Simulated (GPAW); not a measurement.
# FeO (Wuestite) in GPAW: convergence with density grid spacing (A)

FeO (Wuestite):

```
Fe O
1.0
     0.00000    2.15540    2.15540
     2.15540    0.00000    2.15540
     2.15540    2.15540    0.00000
Fe O
1 1
Direct
  0.00000 0.00000 0.00000
  0.50000 0.50000 0.50000
```

| Item | Value |
| --- | --- |
| Program | GPAW 26.7.0 |
| Task | convergence study |
| Functional | LDA |
| Potentials or basis | the program's PAW data sets (release 1.2.1) made for this functional |
| Cutoff | 800 eV |
| Basis | pw |
| Grid spacing | 0.24 Å |
| k mesh | 8 × 8 × 8 |
| Occupations | fermi-dirac, width 0.05 eV |
| Spin | collinear spin, ferromagnetic start |
| Starting moments | [3.0, 0.0] μB |

These are the settings of the first run; the series varies density grid spacing (A), with any setting tied to it.

Hardware: 1 thread of Arm Neoverse V2, on a shared host.

Task: The values tried are 0.24, 0.2, 0.17, 0.15, 0.13, 0.11, 0.09, loosest first. From which on does the pressure stay within 0.1 GPa of the tightest run that finished?

Result: From 0.2 on.

```
density grid spacing (A)  energy less the tightest run, at zero smearing (meV/atom)  pressure (GPa)  SCF cycles  CPU time (s)  peak memory (GiB)
                    0.24                                                       8.99          -16.93          12            11               0.15
                     0.2                                                      -3.68          -15.23          12            12               0.15
                    0.17                                                      -0.83          -15.24          12            17               0.15
                    0.15                                                       0.00          -15.31          12            24               0.16
                    0.13                                                       0.00          -15.31          12            27               0.18
                    0.11                                                       0.00          -15.31          12            41                0.2
                    0.09                                                       0.00          -15.31          12            81               0.26
```

Against the tightest run, the energy stays within 1 meV/atom from 0.17 on. The tightest run that finished is the yardstick and may itself not be fully converged.

Caveat, for the tightest run too: so large a pressure means that the cell lies far from this level's equilibrium, or that cutoff or potentials fall short; a cell with one magnetic atom can't hold antiferromagnetic order, which such compounds often take.
